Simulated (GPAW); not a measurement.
Write an ASE script for GPAW 26.7.0 that does the following.

```
Task                : single point
Functional          : PBE
Potentials or basis : GPAW PAW data sets (gpaw-data 1.2.1)
Cutoff              : 600 eV
Basis               : pw
k mesh              : 5 × 5 × 5
Occupations         : fermi-dirac, width 0.05 eV
Spin                : no spin polarisation
Maxiter             : 100
```

The structure of GaSb lies in GaSb.cif:

```cif
data_GaSb
_cell_length_a 6.11800000
_cell_length_b 6.11800000
_cell_length_c 6.11800000
_cell_angle_alpha 90.00000000
_cell_angle_beta 90.00000000
_cell_angle_gamma 90.00000000
_space_group_name_H-M_alt 'F-43m'
_space_group_name_Hall 'F -4 2 3'
_space_group_IT_number 216
loop_
_space_group_symop_operation_xyz
'x,y,z'
'y,-x,-z'
'-x,-y,z'
'-y,x,-z'
'x,-y,-z'
'y,x,z'
'-x,y,-z'
'-y,-x,z'
'z,x,y'
'-z,y,-x'
'z,-x,-y'
'-z,-y,x'
'-z,x,-y'
'z,y,x'
'-z,-x,y'
'z,-y,-x'
'y,z,x'
'-x,-z,y'
'-y,z,-x'
'x,-z,-y'
'-y,-z,x'
'x,z,y'
'y,-z,-x'
'-x,z,-y'
'x,y+1/2,z+1/2'
'y,-x+1/2,-z+1/2'
'-x,-y+1/2,z+1/2'
'-y,x+1/2,-z+1/2'
'x,-y+1/2,-z+1/2'
'y,x+1/2,z+1/2'
'-x,y+1/2,-z+1/2'
'-y,-x+1/2,z+1/2'
'z,x+1/2,y+1/2'
'-z,y+1/2,-x+1/2'
'z,-x+1/2,-y+1/2'
'-z,-y+1/2,x+1/2'
'-z,x+1/2,-y+1/2'
'z,y+1/2,x+1/2'
'-z,-x+1/2,y+1/2'
'z,-y+1/2,-x+1/2'
'y,z+1/2,x+1/2'
'-x,-z+1/2,y+1/2'
'-y,z+1/2,-x+1/2'
'x,-z+1/2,-y+1/2'
'-y,-z+1/2,x+1/2'
'x,z+1/2,y+1/2'
'y,-z+1/2,-x+1/2'
'-x,z+1/2,-y+1/2'
'x+1/2,y,z+1/2'
'y+1/2,-x,-z+1/2'
'-x+1/2,-y,z+1/2'
'-y+1/2,x,-z+1/2'
'x+1/2,-y,-z+1/2'
'y+1/2,x,z+1/2'
'-x+1/2,y,-z+1/2'
'-y+1/2,-x,z+1/2'
'z+1/2,x,y+1/2'
'-z+1/2,y,-x+1/2'
'z+1/2,-x,-y+1/2'
'-z+1/2,-y,x+1/2'
'-z+1/2,x,-y+1/2'
'z+1/2,y,x+1/2'
'-z+1/2,-x,y+1/2'
'z+1/2,-y,-x+1/2'
'y+1/2,z,x+1/2'
'-x+1/2,-z,y+1/2'
'-y+1/2,z,-x+1/2'
'x+1/2,-z,-y+1/2'
'-y+1/2,-z,x+1/2'
'x+1/2,z,y+1/2'
'y+1/2,-z,-x+1/2'
'-x+1/2,z,-y+1/2'
'x+1/2,y+1/2,z'
'y+1/2,-x+1/2,-z'
'-x+1/2,-y+1/2,z'
'-y+1/2,x+1/2,-z'
'x+1/2,-y+1/2,-z'
'y+1/2,x+1/2,z'
'-x+1/2,y+1/2,-z'
'-y+1/2,-x+1/2,z'
'z+1/2,x+1/2,y'
'-z+1/2,y+1/2,-x'
'z+1/2,-x+1/2,-y'
'-z+1/2,-y+1/2,x'
'-z+1/2,x+1/2,-y'
'z+1/2,y+1/2,x'
'-z+1/2,-x+1/2,y'
'z+1/2,-y+1/2,-x'
'y+1/2,z+1/2,x'
'-x+1/2,-z+1/2,y'
'-y+1/2,z+1/2,-x'
'x+1/2,-z+1/2,-y'
'-y+1/2,-z+1/2,x'
'x+1/2,z+1/2,y'
'y+1/2,-z+1/2,-x'
'-x+1/2,z+1/2,-y'
loop_
_atom_site_label
_atom_site_type_symbol
_atom_site_symmetry_multiplicity
_atom_site_Wyckoff_symbol
_atom_site_fract_x
_atom_site_fract_y
_atom_site_fract_z
_atom_site_occupancy
Sb1 Sb 4 c 0.2500000000 0.2500000000 0.2500000000 1
Ga1 Ga 4 a 0.0000000000 0.0000000000 0.0000000000 1
```

One way to write it, as run:

run.py

```python
import spglib
from ase import Atoms
from ase.dft.bandgap import bandgap
from ase.io import read, write
from ase.units import GPa
from gpaw import GPAW, PW

atoms = read('GaSb.cif')
cell, positions, numbers = spglib.find_primitive(
    (atoms.cell[:], atoms.get_scaled_positions(), atoms.numbers), symprec=1e-4)
atoms = Atoms(numbers, cell=cell, scaled_positions=positions, pbc=True)

calc = GPAW(mode=PW(600),
            xc='PBE',
            kpts={'size': (5, 5, 5), 'gamma': True},
            occupations={'name': 'fermi-dirac', 'width': 0.05},
            nbands=18,
            convergence={'density': 1e-05, 'energy': 1e-05},
            maxiter=100,
            txt='gpaw.txt')
atoms.calc = calc
energy = atoms.get_potential_energy()
forces = atoms.get_forces()
stress = atoms.get_stress()
calc.write('gs.gpw')
write('result.traj', atoms)
print(f'Energy: {energy:.6f} eV')
print('Forces (eV/A):')
print(forces.round(4))
print('Stress (GPa):', (stress / GPa).round(3))
print('Fermi level:', round(calc.get_fermi_level(), 4), 'eV')
print(f'Gap: {bandgap(calc)[0]:.4f} eV, direct: {bandgap(calc, direct=True)[0]:.4f} eV')
```

Potentials or basis: GPAW PAW data sets (gpaw-data 1.2.1), pw.

The run is started by

```bash
$ OMP_NUM_THREADS=1 python run.py
```

Results of the run:

| Property | Result |
| --- | --- |
| Pressure | 2.5 GPa |
| Band gap on the k mesh | 0.09 eV, direct |

Caveat: spin-orbit coupling is left out, which moves the levels of the heavy elements; an odd mesh through Γ misses points on the zone boundary, where band edges often lie.

Run time: 8.4 s on 1 thread of Intel(R) Xeon(R) Platinum 8259CL CPU @ 2.50GHz (Skylake/Cascade Lake), on a shared host, peak memory 0.15 GiB.
